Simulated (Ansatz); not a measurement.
Notes on Ge

```
CELL_PARAMETERS angstrom
0.00000 2.05014 2.05014
2.05014 0.00000 2.05014
2.05014 2.05014 0.00000
ATOMIC_POSITIONS crystal
Ge 0.00000 0.00000 0.00000
```

Method: r2SCAN, spin-orbit coupling; PAW, plane waves to 500 eV, 14×14×14 Γ-centred mesh, fermi-dirac occupations (width 0.1 eV) (Ansatz 0.2.0), atoms fixed.

The state carries no moments; the state need not be the lowest.

Electronic structure: It is a metal, with about 0.54 states/eV a cell as the mean within 0.25 eV of the Fermi level, mostly Ge p (82 %) and Ge s (15 %).
Stress: The pressure is 8.2 GPa (compression positive), so with the atoms held at these fractions the cell would first expand.

Origin: a known structure type with other elements, at an estimated volume, so it need not be a known compound.
